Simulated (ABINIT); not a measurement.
Runs of ABINIT 10.8.3 (patched build) on TaS2. The structure is trigonal, space group P-3m1 (No. 164). Conventional cell: a = 3.350 Å, b = 3.350 Å, c = 5.860 Å, α = 90.00°, β = 90.00°, γ = 120.00°. Ta (site symmetry -3m) has 6 S at 2.43 Å as nearest neighbours. Around S (site symmetry 3m) lie 3 Ta at 2.43 Å. 

```tsv
task	level	potentials or basis	k mesh	cutoff (eV)	fine-grid cutoff	mesh quality	gap on the mesh (eV)	pressure (GPa)	largest force (eV/Å)
single point	r2SCAN	JTH PAW PBE v2.0	4 × 4 × 2	653	1251.72 eV	coarse	none	8.5	0.98
band structure	LDA	JTH PAW LDA v2.0	9 × 9 × 5	544	1088.46 eV	not flagged	none	1.2	(d)
band structure	LDA-Teter	JTH PAW LDA v2.0	9 × 9 × 5	544	1088.46 eV	not flagged	none	1.3	0.77
band structure	BP86	JTH PAW PBE v2.0	9 × 9 × 5	544	1088.46 eV	not flagged	none	9.8	(a)
single point	r2SCAN	JTH PAW PBE v2.0	5 × 5 × 3	653	1251.72 eV	coarse	none	8.3	(b)
band structure	HCTH407	JTH PAW PBE v2.0	9 × 9 × 5	544	1088.46 eV	not flagged	none	7.1	0.46
band structure	LDA-VWN	JTH PAW LDA v2.0	9 × 9 × 5	544	1088.46 eV	not flagged	none	(c)	0.75
single point	PBE	JTH PAW PBE v2.0	4 × 4 × 2	544	1088.46 eV	coarse	none	9.6	1.18
```

Alike in all rows: no spin polarisation; cell as given; smearing fermi-dirac 0.05 eV.

Question: Fill in the values left out.

Answer: (a) 1.24; (b) 0.87; (c) 1.1; (d) 0.76.

Caveats: some runs use coarse meshes; spin-orbit coupling is left out, which moves the levels of the heavy elements (some runs); the PAW data sets were made with another functional, which shifts forces and pressure a little (some runs); this functional lacks dispersion, which binds the layers, so the pressure and a relaxed spacing across them are unreliable (some runs); forces of over 1 eV/Å show positions far from the minimum, so gaps and moduli don't describe the material at rest (some runs).

A k mesh can miss the band edges, and the runs leave out spin-orbit coupling on Ta.

A gap of «none» marks a metal or a gap under the smearing width.
